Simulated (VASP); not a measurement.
## MgS (Niningerite): equation of state with r2SCAN

MgS (Niningerite):

```
S Mg
1.0
     0.00000    2.59555    2.59555
     2.59555    0.00000    2.59555
     2.59555    2.59555    0.00000
S Mg
1 1
Direct
  0.50000 0.50000 0.50000
  0.00000 0.00000 0.00000
```

* Program: VASP 6.6.1
* Task: equation of state
* Functional: r2SCAN
* Potentials or basis: VASP PAW PBE potentials, release 64 (S, Mg)
* Cutoff: 520 eV
* k mesh: 8 × 8 × 8
* Occupations: gaussian, width 0.02 eV
* Spin: no spin polarisation

```
Equilibrium volume                      : 17.51 Å³/atom
Bulk modulus                            : 81 GPa
Pressure derivative of the bulk modulus : 4.2 (rough: it moves with the points fitted)
```

Energy against volume, from the lowest point:
| volume (Å³/atom) | energy (meV/atom) |
| --- | --- |
| 16.786 | 8.13 |
| 17.136 | 2.10 |
| 17.486 | 0.00 |
| 17.836 | 1.46 |
| 18.185 | 6.12 |

All runs of the series together: 3.5 min on 1 thread of Intel(R) Xeon(R) Platinum 8488C (Sapphire Rapids) (shared host).

Caveat: the PAW data sets were made with another functional, which shifts forces and pressure a little.
